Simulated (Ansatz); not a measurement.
# Ga3SiN3: the cost of one run

Program: Ansatz 0.2.0. Level of theory: DFT PBE, scalar-relativistic, plane waves, PAW. These are calculated values, not measurements.

4 further runs of the same task are left out: 4 set aside as unsound or not needed.

## (1) The starting structure

The structure is orthorhombic, space group Pmm2 (No. 25). The conventional cell has a = 3.217 Å, b = 3.217 Å, c = 21.220 Å, α = 90.00°, β = 90.00°, γ = 90.00°. N (site symmetry mm2) is surrounded by 2 Ga at 1.97 Å. Around Ga (site symmetry mm2) lie 4 N at 1.97 Å. N (site symmetry mm2) has 4 Ga at 1.94 to 1.97 Å as nearest neighbours. Ga (site symmetry mm2) has 4 N at 1.94 to 2.00 Å as nearest neighbours. N (site symmetry mm2) is surrounded by 4 Ga at 1.99 to 2.00 Å. Ga (site symmetry mm2) is surrounded by 2 N at 1.99 Å and 1 Si at 2.34 Å. Si (site symmetry mm2) is surrounded by 1 Ga at 2.34 Å.

Structure file:

```
CELL_PARAMETERS angstrom
3.21651 0.00000 0.00000
0.00000 3.21651 0.00000
0.00000 0.00000 21.21981
ATOMIC_POSITIONS crystal
N 0.00000 0.50000 0.18850
Ga 0.50000 0.50000 0.24209
N 0.50000 0.00000 0.29569
Ga 0.00000 0.00000 0.34710
N 0.00000 0.50000 0.40300
Ga 0.50000 0.50000 0.45805
Si 0.50000 0.50000 0.56833
```

This is the geometry of the first run shown, built on a cell relaxed beforehand with the same method.

## (2) Plan of the line

Atoms count from 1 in the order of the input.

Si is moved over the surface cell; relaxed at each place: the height of the adsorbate's atoms; substrate rigid; the origin of the map has the adsorbate above Ga6.

- position of Si7 along the first surface vector, from above Ga6: 8 values from 0.000 to 0.875, periodic
- position of Si7 along the second surface vector, from above Ga6: 8 values from 0.000 to 0.875, periodic

Relaxed at each point: the height of the adsorbate's atoms; substrate rigid. Points are written as (first, second).

The two vectors of the plane (Å): (3.216, 0.000, 0.000); (0.000, 3.216, 0.000).

## (3) Grid point (0/8, 0/8) of the map's two axes

File input.yaml:

```yaml
crystal:
  lattice:
    - [3.2165072845, 0.0, 0.0]
    - [0.0, 3.2165072845, 0.0]
    - [0.0, 0.0, 21.2198072894]
  atoms:
    - { symbol: "N", position: [0.0, 0.5, 0.1885031257] }
    - { symbol: Ga, position: [0.5, 0.5, 0.2420948968] }
    - { symbol: "N", position: [0.5, 0.0, 0.295686668] }
    - { symbol: Ga, position: [0.0, 0.0, 0.3470972838] }
    - { symbol: "N", position: [0.0, 0.5, 0.402997064] }
    - { symbol: Ga, position: [0.5, 0.5, 0.4580535137] }
    - { symbol: Si, position: [0.5, 0.5, 0.5683278422], spin: 2.0 }
basis:
  ecutwfc: 420
kpoints:
  mp_grid: { grid: [8, 8, 1] }
hamiltonian:
  xc: pbe
  pseudopotentials: { kind: paw, azcp: { folder: soft_1 } }
scf:
  occupations: { method: gaussian, width: 0.05 }
output:
  forces: true
  eigenvalues: true
  populations: true
magnetization:
  spin_polarized: true
relax:
  adjacent_minimum: "off"
  f_tol: 0.025
  max_steps: 16
  constraints: [{ sites: [0, 1, 2, 3, 4, 5] }, { sites: [6], fix: xy }]
efield:
  axis: 3
  dipole_correction: true
  ramp_width: 0.04
```

Launch:

```bash
> ansatz run input.yaml --threads 2 --pin off --max-ram 6144MiB --backend cpu --events-out ev --progress --plain --runs-dir out
```

What time and memory should one allow on 2 threads of Intel Xeon Platinum 8488C (Sapphire Rapids), shared host?

About 71 s, with a peak of 0.68 GiB.
